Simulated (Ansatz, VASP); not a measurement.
**K in VASP and in Ansatz**

```
K
1.0
    -2.67815    2.67815    2.67815
     2.67815   -2.67815    2.67815
     2.67815    2.67815   -2.67815
K
1
Direct
  0.00000 0.00000 0.00000
```

The cell was built by a generator and needn't be a form met in nature.

Alike in both runs: task single point; functional r2SCAN; k mesh 9 × 9 × 9; occupations fermi-dirac, width 0.0258 eV; no spin polarisation.

|  | VASP | Ansatz |
| --- | --- | --- |
| version | VASP 6.6.1 | Ansatz 0.2.0 |
| potentials or method | VASP PAW PBE potentials, release 64 (K_sv) | PAW plane waves |
| plane-wave cutoff (eV) | 520 | 500 |
| valence electrons in the cell | 9 | 9 |

```csv
,VASP,Ansatz,Ansatz less VASP
pressure (GPa),0.0,0.0,+0.03
```

Caveats: the PAW data sets were made with another functional, which shifts forces and pressure a little (VASP).
